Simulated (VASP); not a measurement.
# MgSe (Fm-3m) in VASP: single point with PBE

Aim: the single point of MgSe with PBE.

Program: VASP 6.6.1. These are calculated values, not measurements. Logs are shortened: lines on timing, memory, paths and dates and some standing lists are left out, and cuts for length are marked.

**1. The structure**

It takes space group Fm-3m (No. 225, cubic). Conventional cell: a = 5.451 Å, b = 5.451 Å, c = 5.451 Å, α = 90.00°, β = 90.00°, γ = 90.00°. Mg (site symmetry m-3m) has 6 Se at 2.73 Å as nearest neighbours. Se (site symmetry m-3m) is surrounded by 6 Mg at 2.73 Å.

**2. Single point, PBE**

Contents of INCAR:

```
ALGO = Fast
EDIFF = 1E-7
ENCUT = 520
GGA = PE
ISIF = 2
ISMEAR = -1
LASPH = True
LCHARG = False
LREAL = False
LWAVE = False
NBANDS = 11
NELM = 100
PREC = Accurate
SIGMA = 0.02
```

Contents of KPOINTS:

```
k-points
0
Gamma
  9 9 9
```

Contents of POSCAR:

```
MgSe
1.0
    0.0000000000      2.7255000000      2.7255000000
    2.7255000000      0.0000000000      2.7255000000
    2.7255000000      2.7255000000      0.0000000000
Mg Se
1 1
Direct
    0.0000000000      0.0000000000      0.0000000000
    0.5000000000      0.5000000000      0.5000000000
```

Potentials or basis: VASP PAW PBE potentials, release 64 (Mg, Se).

Run with:

```sh
$ cat potpaw_PBE.64/Mg/POTCAR potpaw_PBE.64/Se/POTCAR > POTCAR
$ mpirun -np 1 vasp_std > vasp.out
```

OUTCAR:

```text
EDIFF = 1E-7
   ENCUT = 520
   GGA = PE
   ISIF = 2
   ISMEAR = -1
   LASPH = True
   LREAL = False
   NELM = 100
   PREC = Accurate

 ion  position               nearest neighbor table
   1  0.000  0.000  0.000-   2 2.73   2 2.73   2 2.73   2 2.73   2 2.73   2 2.73
   2  0.500  0.500  0.500-   1 2.73   1 2.73   1 2.73   1 2.73   1 2.73   1 2.73

  LATTYP: Found a face centered cubic cell.
 ALAT       =     5.4510000000

  Lattice vectors:

 A1 = (   0.0000000000,   2.7255000000,   2.7255000000)
 A2 = (   2.7255000000,   0.0000000000,   2.7255000000)
 A3 = (   2.7255000000,   2.7255000000,   0.0000000000)

Analysis of symmetry for initial positions (statically):
=====================================================================
 Subroutine PRICEL returns:
 Original cell was already a primitive cell.

 Routine SETGRP: Setting up the symmetry group for a
 face centered cubic supercell.

 Subroutine GETGRP returns: Found 48 space group operations
 (whereof 48 operations were pure point group operations)
 out of a pool of 48 trial point group operations.

The static configuration has the point symmetry O_h .

Analysis of symmetry for dynamics (positions and initial velocities):
=====================================================================
 Subroutine PRICEL returns:
 Original cell was already a primitive cell.

 Routine SETGRP: Setting up the symmetry group for a
 face centered cubic supercell.

 Subroutine GETGRP returns: Found 48 space group operations
 (whereof 48 operations were pure point group operations)
 out of a pool of 48 trial point group operations.

The dynamic configuration has the point symmetry O_h .

 Subroutine INISYM returns: Found 48 space group operations
 (whereof 48 operations are pure point group operations),
 and found     1 'primitive' translations

----------------------------------------------------------------------------------------

                                     Primitive cell

  volume of cell :      40.4919

  direct lattice vectors                    reciprocal lattice vectors
     0.000000000  2.725500000  2.725500000    -0.183452578  0.183452578  0.183452578
     2.725500000  0.000000000  2.725500000     0.183452578 -0.183452578  0.183452578
     2.725500000  2.725500000  0.000000000     0.183452578  0.183452578 -0.183452578

  length of vectors
     3.854439064  3.854439064  3.854439064     0.317749185  0.317749185  0.317749185

  position of ions in fractional coordinates (direct lattice)
     0.000000000  0.000000000  0.000000000
     0.500000000  0.500000000  0.500000000

  ion indices of the primitive-cell ions
   primitive index   ion index
                 1           1
                 2           2

----------------------------------------------------------------------------------------

 KPOINTS: k-points

Automatic generation of k-mesh.
 Grid dimensions read from file:
 generate k-points for:    9    9    9

 Generating k-lattice:

  Cartesian coordinates                     Fractional coordinates (reciprocal lattice)
    -0.020383620  0.020383620  0.020383620     0.111111111  0.000000000  0.000000000
     0.020383620 -0.020383620  0.020383620     0.000000000  0.111111111  0.000000000
     0.020383620  0.020383620 -0.020383620     0.000000000  0.000000000  0.111111111

  Length of vectors
     0.035305465  0.035305465  0.035305465

  Shift w.r.t. Gamma in fractional coordinates (k-lattice)
     0.000000000  0.000000000  0.000000000

 Subroutine IBZKPT returns following result:
 ===========================================

 Found     35 irreducible k-points:

 Following reciprocal coordinates:
            Coordinates               Weight
  0.000000  0.000000  0.000000      1.000000
  0.111111  0.000000  0.000000      8.000000
  0.222222  0.000000  0.000000      8.000000
  0.333333  0.000000  0.000000      8.000000
  0.444444  0.000000  0.000000      8.000000
  0.111111  0.111111  0.000000      6.000000
[... 16 lines left out ...]
 -0.333333  0.333333  0.000000     12.000000
  0.444444  0.444444  0.000000      6.000000
 [... further k-points ...]
   k-points           NKPTS =     35   k-points in BZ     NKDIM =     35   number of bands    NBANDS=     11
   number of dos      NEDOS =    301   number of ions     NIONS =      2
   total plane-waves  NPLWV =  27000
   dimension x,y,z NGX =    30 NGY =   30 NGZ =   30
   dimension x,y,z NGXF=    60 NGYF=   60 NGZF=   60
   ions per type =               1   1
   NGX,Y,Z   is equivalent  to a cutoff of  12.94, 12.94, 12.94 a.u.
   NGXF,Y,Z  is equivalent  to a cutoff of  25.88, 25.88, 25.88 a.u.
 SYSTEM =  unknown system
   PREC   = accura    normal or accurate (medium, high low for compatibility)
   ISTART =      0    job   : 0-new  1-cont  2-samecut
   ICHARG =      2    charge: 1-file 2-atom 10-const
   ISPIN  =      1    spin polarized calculation?
   LNONCOLLINEAR =      F non collinear calculations
   LSORBIT =      F    spin-orbit coupling
   LASPH  =      T    aspherical Exc in radial PAW
   ENCUT  =  520.0 eV  38.22 Ry    6.18 a.u.   7.17  7.17  7.17*2*pi/ulx,y,z
   NELM   =    100;   NELMIN=  2; NELMDL= -5     # of ELM steps
   EDIFF  = 0.1E-06   stopping-criterion for ELM
   LREAL  =      F    real-space projection
   EDIFFG = 0.1E-05   stopping-criterion for IOM
   NSW    =      0    number of steps for IOM
   IBRION =     -1    ionic relax: 0-MD 1-quasi-New 2-CG
   NFREE  =      0    steps in history (QN), initial steepest desc. (CG)
   ISIF   =      2    stress and relaxation
   ISYM   =      2    0-nonsym 1-usesym 2-fastsym
   POTIM  = 0.5000    time-step for ionic-motion
   TEBEG  =    0.0;   TEEND  =   0.0 temperature during run
   PSTRESS=    0.0 pullay stress
   NELECT =       8.0000    total number of electrons
   NUPDOWN=      -1.0000    fix difference up-down
   EMIN   =  10.00;   EMAX   =-10.00  energy-range for DOS
   EFERMI =   0.00;   METHOD = LEGACY
   ISMEAR =    -1;   SIGMA  =   0.02  broadening in eV -4-tet -1-fermi 0-gaus
   EFERMI_NEDOS =   21; number of points for ismear=-14 and -15
   IALGO  =     68    algorithm
   IMIX   =      4    mixing-type and parameters
     AMIX     =   0.40;   BMIX     =  1.00
     AMIX_MAG =   1.60;   BMIX_MAG =  1.00
  volume/ion in A,a.u.               =      20.25       136.63
  Fermi-wavevector in a.u.,A,eV,Ry     =   0.953488  1.801831 12.369596  0.909140
  Thomas-Fermi vector in A             =   2.082148
   LORBIT       =      0    0 simple, 1 ext, 2 COOP (PROOUT), +10 PAW based schemes
   GGA     = PE    functional components
   LHFCALC =     F    Hartree Fock is set to
   AEXX    =    0.0000 exact exchange contribution
   IVDW    =     0    specifies the selected vdW correction
   LEPSILON=     F    determine dielectric tensor
   LRPA    =     F    only Hartree local field effects (RPA)
 non-spin polarized calculation
 RMM-DIIS sequential band-by-band and
  energy-cutoff  :      520.00
  volume of cell :       40.49
 maximum number of plane-waves:      1113
 NGX is ok and might be reduce to    30
   NGX = 15   NGY = 15   NGZ = 15

 number of electron       8.0000001 magnetization

 Free energy of the ion-electron system (eV)
  ---------------------------------------------------
  ext. energy  EPLUGINS =         0.00000000
  ---------------------------------------------------
  free energy    TOTEN  =        -7.48379577 eV

  energy without entropy =       -7.48379577  energy(sigma->0) =       -7.48379577

 E-fermi :   3.6961     XC(G=0):  -9.4897

 val. band max:        3.2281475873   @ k =   0.0000   0.0000   0.0000
 cond. band min:       5.1587592147   @ k =   0.4444   0.4444   0.0000
 fundamental gap:      1.9306116274
 Fermi energy:         3.6960724345

 k-point     1 :       0.0000    0.0000    0.0000
  band No.  band energies     occupation
      1      -9.7161      2.00000
      2       3.2281      2.00000
      3       3.2281      2.00000
      4       3.2281      2.00000
      5       5.8256      0.00000
      6      10.6399      0.00000
      7      10.6399      0.00000
      8      10.6399      0.00000
      9      13.1987      0.00000
     10      13.1987      0.00000
     11      14.2068      0.00000

 k-point     2 :       0.1111    0.0000    0.0000
  band No.  band energies     occupation
      1      -9.6106      2.00000
      2       2.2074      2.00000
      3       3.1469      2.00000
      4       3.1469      2.00000
      5       6.6560      0.00000
      6      10.3517      0.00000
      7      10.8419      0.00000
      8      10.8419      0.00000
      9      12.2856      0.00000
     10      12.2856      0.00000
     11      14.0876      0.00000

 k-point     3 :       0.2222    0.0000    0.0000
  band No.  band energies     occupation
      1      -9.3198      2.00000
      2       0.5945      2.00000
      3       2.9593      2.00000
      4       2.9593      2.00000
      5       7.3353      0.00000
      6      10.4951      0.00000
      7      10.4951      0.00000
      8      10.7166      0.00000
      9      12.4998      0.00000
     10      12.4998      0.00000
     11      13.3847      0.00000
[... 267 lines left out ...]
 k-point    23 :      -0.3333    0.3333    0.0000
  band No.  band energies     occupation
      1      -8.3336      2.00000
      2      -0.5540      2.00000
      3      -0.1805      2.00000
      4       2.0370      2.00000
      5       6.7974      0.00000
      6      10.5367      0.00000
      7      11.3383      0.00000
      8      12.2202      0.00000
      9      13.4274      0.00000
     10      14.9354      0.00000
     11      17.9307      0.00000

 k-point    24 :       0.4444    0.4444    0.0000
  band No.  band energies     occupation
      1      -8.3267      2.00000
      2      -0.9537      2.00000
      3       1.4809      2.00000
      4       1.4809      2.00000
      5       5.1588      0.00000
      6       7.2460      0.00000
      7      14.5255      0.00000
      8      15.1714      0.00000
      9      15.1714      0.00000
     10      15.7111      0.00000
     11      19.4583      0.00000

 [... further k-points ...]

------------------------ aborting loop because EDIFF is reached ----------------------------------------

  FORCE on cell =-STRESS in cart. coord.  units (eV):
  Direction    XX          YY          ZZ          XY          YZ          ZX
  --------------------------------------------------------------------------------------
  -------------------------------------------------------------------------------------
  Total        0.4806670      0.4806670      0.4806670     -0.0000000     -0.0000000      0.0000000
  in kB       19.0189405     19.0189405     19.0189405     -0.0000000     -0.0000000      0.0000000
  external PRESSURE =      19.0189405 kB  Pullay stress =       0.0000000 kB

 VOLUME and BASIS-vectors are now :
 -----------------------------------------------------------------------------
  energy-cutoff  :      520.00
  volume of cell :       40.49
      direct lattice vectors                 reciprocal lattice vectors
     0.000000000  2.725500000  2.725500000    -0.183452578  0.183452578  0.183452578
     2.725500000  0.000000000  2.725500000     0.183452578 -0.183452578  0.183452578
     2.725500000  2.725500000  0.000000000     0.183452578  0.183452578 -0.183452578

 POSITION                                       TOTAL-FORCE (eV/Angst)
 -----------------------------------------------------------------------------------
      0.00000      0.00000      0.00000        -0.000000      0.000000      0.000000
      2.72550      2.72550      2.72550         0.000000     -0.000000     -0.000000
 -----------------------------------------------------------------------------------
    total drift:                               -0.000000     -0.000000      0.000000

  FREE ENERGIE OF THE ION-ELECTRON SYSTEM (eV)
  ---------------------------------------------------
  free  energy   TOTEN  =        -7.4837957709 eV

  energy  without entropy=       -7.4837957709  energy(sigma->0) =       -7.48379577
```

Run time: 11 s. Hardware: 1 thread of Intel Xeon 6975P-C (Granite Rapids), shared host; peak memory 0.17 GiB.

Results:

| Item | Value |
| --- | --- |
| Free energy | -7.4838 eV |
| Pressure | 1.9 GPa |
| Band gap on the k mesh | 1.93 eV, indirect (least direct gap 2.60 eV) |

Caveat: an odd mesh through Γ misses points on the zone boundary, where band edges often lie.
